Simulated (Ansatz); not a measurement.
# What spin–orbit coupling does to the bands of HfN

```yaml
crystal:
  lattice:
    - [0.00000, 2.25900, 2.25900]
    - [2.25900, 0.00000, 2.25900]
    - [2.25900, 2.25900, 0.00000]
  atoms:
    - { symbol: Hf, position: [0.00000, 0.00000, 0.00000] }
    - { symbol: N, position: [0.50000, 0.50000, 0.50000] }
```

Atoms are numbered in the order listed.

The cell comes from COD entry 1539063, which wasn't checked; take it as a given geometry.

Spin polarisation is left out, and whether a magnetic state lies lower isn't shown here.

Levels of theory: DFT, PBE, all-electron LAPW, scalar-relativistic (Ansatz 0.2.0); DFT, PBE, all-electron LAPW, Dirac equation with spin-orbit coupling (Ansatz 0.2.0).

Settings: a Γ-centred 10×10×10 k mesh, Fermi–Dirac smearing of 0.03 eV, basis error target 1 meV/atom, no spin polarisation.

Levels between -4 and 1 eV, each run counted from its own valence-band top where it has a gap, else its Fermi level. Scalar levels are listed once for both spins; with the coupling every spinor state is counted. Levels near the edges of the range can cross them.

At Γ (0.000, 0.000, 0.000) the scalar-relativistic levels are -2.99 (×3), -0.41 (×3). What are they with spin–orbit coupling?

-3.11 (×2), -2.94 (×4), -0.52 (×4), -0.22 (×2).

At X (0.500, 0.000, 0.500) the scalar-relativistic levels are -3.87, -3.69 (×2). What are they with spin–orbit coupling?

-3.87 (×2), -3.80 (×2), -3.52 (×2).
